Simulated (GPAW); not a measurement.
The system is Tl.

```
CELL_PARAMETERS angstrom
-1.95600 1.95600 1.95600
1.95600 -1.95600 1.95600
1.95600 1.95600 -1.95600
ATOMIC_POSITIONS crystal
Tl 0.00000 0.00000 0.00000
```

This isn't the form of Tl at room conditions, which is hcp.

```yaml
Program: GPAW 26.7.0
Task: single point
Functional: PBE
Potentials_or_basis: GPAW PAW data sets (gpaw-data 1.2.1)
Cutoff: 600 eV
Basis: pw
k_mesh: 10 × 10 × 10
Occupations: fermi-dirac, width 0.05 eV
Spin: no spin polarisation
```

On this cell: pressure 1.1 GPa; band gap on the k mesh none (metal or under the smearing width).

The same run follows on a disturbed copy (cell strained at random at fixed volume):

```
Tl
1.0
    -1.90590    1.93071    1.95199
     1.91556   -1.92009    1.95103
     1.98715    2.00134   -1.94138
Tl
1
Direct
  0.98625 0.00462 0.00435
```

Task: What changes?

Result: The energy (extrapolated to zero smearing) moves by +4.0 meV/atom; pressure 1.1 GPa; band gap on the k mesh none (metal or under the smearing width).

Stress tensor (GPa, compression positive):
```
 1.07 -1.01 -0.10
-1.01  0.95 -0.12
-0.10 -0.12  1.29
```
